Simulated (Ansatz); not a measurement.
Crystal: Pd.

```xyz
1
Lattice="0.0000 1.9465 1.9465 1.9465 0.0000 1.9465 1.9465 1.9465 0.0000" Properties=species:S:1:pos:R:3 pbc="T T T"
Pd    0.0000    0.0000    0.0000
```

```yaml
Program: Ansatz 0.2.0
Task: relaxation of cell and atoms
Functional: B3LYP
Potentials_or_basis: Ansatz PAW
Cutoff: "420 eV (not typed: the program's choice for these potentials)"
k_mesh: 6 × 6 × 6
Occupations: fermi-dirac, width 0.05 eV
Spin: no spin polarisation
```

At the start: volume 14.75 Å³/atom.

Question: How do energy, volume and symmetry change on relaxing?

Answer: It ends after 6 steps and the volume is 15.70 Å³/atom (+6.4 %); space group Fm-3m (No. 225, to 0.05 Å).

The path:
```tsv
step	energy change (eV)	largest force (eV/Å)	volume (Å³)
1	0.0000	0.0000	14.75
2	-0.0201	0.0000	16.27
3	-0.0296	0.0000	15.77
4	-0.0299	0.0000	15.69
5	-0.0299	0.0000	15.70
6	-0.0308	0.0000	15.70
```

Final structure:
```
Pd
1.0
     0.00000    1.98725    1.98725
     1.98725    0.00000    1.98725
     1.98725    1.98725    0.00000
Pd
1
Direct
  0.00000 0.00000 0.00000
```

Caveat: the k mesh is coarse (spacing up to 0.47 Å⁻¹), so the values aren't converged, least of all with exact exchange; the plane-wave basis is chosen anew once the cell has moved, so the energies of steps on either side of that aren't comparable; the PAW data sets come from PBE, with cores solved anew for the run's functional, which leaves a small shift of forces and pressure.
